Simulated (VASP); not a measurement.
Wanted: the native input for a VASP 6.6.1 run.

| Property | Result |
| --- | --- |
| Task | relaxation of cell and atoms |
| Functional | PBEsol |
| Potentials or basis | VASP PAW PBE potentials, release 64 (Si, C) |
| Cutoff | 600 eV |
| k mesh | 4 × 4 × 4 |
| Occupations | gaussian, width 0.02 eV |
| Spin | no spin polarisation |
| Further INCAR settings | ALGO = Normal; EDIFF = 1e-07; IBRION = 2; EDIFFG = -0.005; NSW = 90; ISIF = 3 |

The structure of SiC lies in POSCAR:

```
SiC
1.0
    0.0000000000      2.1769966200      2.1769966200
    2.1769966200      0.0000000000      2.1769966200
    2.1769966200      2.1769966200      0.0000000000
Si C
1 1
Direct
    0.7500000000      0.7500000000      0.7500000000
    0.0000000000      0.0000000000      0.0000000000
```

The cell is a database's computed one.

These files were run (other wordings do the same):

INCAR

```
ALGO = Normal
EDIFF = 1E-7
EDIFFG = -0.005
ENCUT = 600
GGA = PS
IBRION = 2
ISIF = 3
ISMEAR = 0
LASPH = T
LCHARG = F
LREAL = F
LWAVE = F
NELM = 80
NSW = 90
PREC = Accurate
SIGMA = 0.02
```

KPOINTS

```
k-points
0
Gamma
  4 4 4
```

Potentials or basis: VASP PAW PBE potentials, release 64 (Si, C).

Launch:

```bash
$ cat potpaw_PBE.64/Si/POTCAR potpaw_PBE.64/C/POTCAR > POTCAR
$ mpirun -np 1 vasp_std > vasp.out
```

It gave:

* Relaxed volume: 10.37 Å³/atom
* Relaxed cell: a = 3.084 Å, b = 3.084 Å, c = 3.084 Å, α = 60.00°, β = 60.00°, γ = 60.00°
* Space group after relaxing (to 0.05 Å): F-43m (No. 216)
* Energy gained by relaxing: 0.2 meV/atom
* Ionic steps: 3
* Pressure after relaxing: 0.0 GPa
* Band gap on the k mesh: 1.18 eV, indirect (least direct gap 4.41 eV)

Caveat: the k mesh is coarse (spacing up to 0.62 Å⁻¹), so the values aren't converged; the PAW data sets were made with another functional, which shifts forces and pressure a little.

Run time: 7.8 s on 1 thread of AMD EPYC 7R13 Processor (Zen 3) (shared host), peak memory 0.11 GiB.
